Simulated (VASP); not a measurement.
A run of VASP 6.6.1:

The input INCAR:

```
  ALGO = Normal
  EDIFF = 1E-7
  EDIFFG = -0.005
  ENCUT = 600
  GGA = RP
  IBRION = 2
  ISIF = 3
  ISMEAR = 0
  KPAR = 2
  LASPH = True
  LCHARG = False
  LREAL = False
  LWAVE = False
  NELM = 80
  NSW = 90
  PREC = Accurate
  SIGMA = 0.03
```

Contents of KPOINTS:

```
k-points
0
Gamma
  8 8 10
```

POSCAR

```
SiO2                                    
1.0
    4.2654091989     -0.0000000000      0.0000000000
   -0.0000000000      4.2654091989      0.0000000000
    0.0000000000      0.0000000000      2.7001471943
  Si              O             
     2     4
Direct
     0.0000000000000000    0.0000000000000000    0.0000000000000000
     0.5000000000000000    0.5000000000000000    0.5000000000000000
     0.3074842930699607    0.3074842930699607    0.0000000000000000
     0.1925157069300393    0.8074842930699606    0.5000000000000000
     0.6925157069300394    0.6925157069300394    0.0000000000000000
     0.8074842930699606    0.1925157069300393    0.5000000000000000
```

Potentials or basis: VASP PAW PBE potentials, release 64 (Si, O).

Launch:

```sh
$ cat potpaw_PBE.64/Si/POTCAR potpaw_PBE.64/O/POTCAR > POTCAR
$ mpirun -np 2 vasp_std > vasp.out
```

Hardware: 2 MPI ranks on Intel(R) Xeon(R) Platinum 8559C (Emerald Rapids), on a shared host.

Problem. How long does it take, and how much memory?

Solution. It took 46 s on 2 MPI ranks on Intel(R) Xeon(R) Platinum 8559C (Emerald Rapids), with other jobs on the host, peak memory 0.22 GiB a rank. Counts: scf iterations 29, k points 90, ion steps 3.
